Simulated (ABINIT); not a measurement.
Runs of ABINIT 10.8.3 (patched build) on NbAs. Symmetry: I4_1md, No. 109, tetragonal system. Conventional cell: a = 3.452 Å, b = 3.452 Å, c = 11.680 Å, α = 90.00°, β = 90.00°, γ = 90.00°. Around Nb (site symmetry 2mm) lie 6 As at 2.60 to 2.63 Å. As (site symmetry 2mm) is surrounded by 6 Nb at 2.60 to 2.63 Å. 

```tsv
task	level	potentials or basis	cell	k mesh	cell freedom (optcell)	cutoff smearing ecutsm (Ha)	optimiser (ionmov)	force stop (Ha/bohr)	mesh quality	gap on the mesh (eV)	pressure (GPa)	relaxed volume (Å³/atom)	largest force (eV/Å)
single point	PBEsol	JTH PAW PBE v2.0	as given	11 × 11 × 11	-	-	-	-	not flagged	none	-2.6	-	0.29
band structure	PBEsol	JTH PAW PBE v2.0	as given	11 × 11 × 11	-	-	-	-	not flagged	none	-2.6	-	0.29
relaxation of cell and atoms	PBEsol	JTH PAW PBE v2.0	relaxed	6 × 6 × 6	2	0.5	2	5e-05	coarse	-	0.0	(a)	-
relaxation of cell and atoms	LDA	JTH PAW LDA v2.0	relaxed	7 × 7 × 7	2	0.5	2	0.0005	coarse	-	0.0	16.84	0.01
```

Alike in all rows: no spin polarisation; cutoff (eV) 435; smearing fermi-dirac 0.05 eV.

Question: Estimate the missing entries.

Answer: (a) 17.16.

Caveats: some runs use coarse meshes; the PAW data sets were made with another functional, which shifts forces and pressure a little (some runs).

A k mesh can miss the band edges, and the runs leave out spin-orbit coupling on As, Nb.

A gap of «none» marks a metal or a gap under the smearing width.
